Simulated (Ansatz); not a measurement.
MgO, DFT, PBE, PAW with Ansatz's default frozen-core files, scalar-relativistic (Ansatz 0.2.0), run on 1 thread of Arm Neoverse V2 on a shared host.

The structure comes from a relaxation in the same program, started in the zincblende type, and has space group F-43m. Whether it is a known phase or the ground state wasn't checked.

Command: `ansatz run input.yaml --threads 1 --pin off --max-ram 2048MiB --backend cpu --events-out ev --progress --plain --runs-dir out`

```yaml
crystal:
  lattice:
    - [0.0, 2.3058942152, 2.3058942152]
    - [2.3058942152, 0.0, 2.3058942152]
    - [2.3058942152, 2.3058942152, 0.0]
  atoms:
    - { symbol: Mg, position: [0.0, 0.0, 0.0] }
    - { symbol: O, position: [0.25, 0.25, 0.25] }
kpoints:
  mp_grid: { grid: [13, 13, 13] }
  band_path:
    path:
      - [0.0, 0.0, 0.0]
      - [-0.5, -0.5, 0.0]
      - [-0.375, -0.375, 0.25]
      - [-0.375, 0.0, 0.375]
      - [0.0, 0.0, 0.0]
      - [0.0, 0.0, 0.5]
      - [-0.5, -0.25, 0.25]
      - [-0.5, -0.5, 0.0]
    npoints: 14
scf:
  occupations: { method: fermi_dirac, width: 0.08 }
hamiltonian:
  xc: pbe
  pseudopotentials: { kind: paw }
output:
  forces: true
  stress: true
  eigenvalues: true
  efg: { contact_densities: true }
  populations: true
  bader: true
  dos: { projected: true, de: 0.2, e_range: [-14, 8] }
  write_density: true
  write_potential: true
  elf: true
  volumetric_format: npy
```

Problem. How large is the problem that the program sets up?

Solution. 84 irreducible k-points, 531 plane waves at Γ, 12 bands.

Problem. Estimate the wall time and the peak memory.

Solution. 11 s of wall time for 6 SCF iterations, with a peak of 0.32 GiB. Times on shared machines scatter by tens of per cent.

Problem. And the same cell and mesh by LAPW (all electrons), asked for forces, stress, eigenvalues, populations, dos and the same band path, on the same hardware?

Solution. 20 s, peak memory 0.32 GiB.

Problem. And the same cell and mesh by all-electron PAW (datasets made for this crystal), asked for forces, stress, eigenvalues, efg and the same band path, on the same hardware?

Solution. 10 s, peak memory 0.4 GiB.
